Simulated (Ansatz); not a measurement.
LaAlO₃ in the cubic perovskite structure (space group Pm-3m, No. 221)

```cif
data_AlLaO3
_chemical_formula_sum 'La1 Al1 O3'
_space_group_name_H-M_alt 'P 1'
_space_group_IT_number 1
_cell_length_a 3.81241
_cell_length_b 3.81241
_cell_length_c 3.81241
_cell_angle_alpha 90.000
_cell_angle_beta 90.000
_cell_angle_gamma 90.000
loop_
_space_group_symop_operation_xyz
  'x, y, z'
loop_
_atom_site_label
_atom_site_type_symbol
_atom_site_fract_x
_atom_site_fract_y
_atom_site_fract_z
_atom_site_occupancy
La1 La 0.00000 0.00000 0.00000 1
Al1 Al 0.50000 0.50000 0.50000 1
O1 O 0.00000 0.50000 0.50000 1
O2 O 0.50000 0.50000 0.00000 1
O3 O 0.50000 0.00000 0.50000 1
```

Computed with Kohn–Sham DFT with the PBE functional, run in Ansatz (an electronic-structure program) with PAW and 420 eV plane waves, scalar-relativistic without spin-orbit coupling. k-mesh 9×9×9 (Γ-centred); smearing 0.05 eV (Fermi–Dirac).

Volume per atom: 11.08 Å³
Density: 6.41 g/cm³
Band gap: 3.50 eV, indirect, R → Γ
Electron mass (degenerate bands, along [100]): 0.50, 0.71 mₑ
Lowest conduction-band minima above the VBM: Γ 3.50 eV
Total energy: -1699.766 eV/atom (σ→0; compares only within this code and set-up)

Masses are band curvatures over ±0.01 Å⁻¹ around the edge. No phonon test of stability was made. Many cubic perovskites are stable only at high temperature; tilts and polar distortions were not tested.
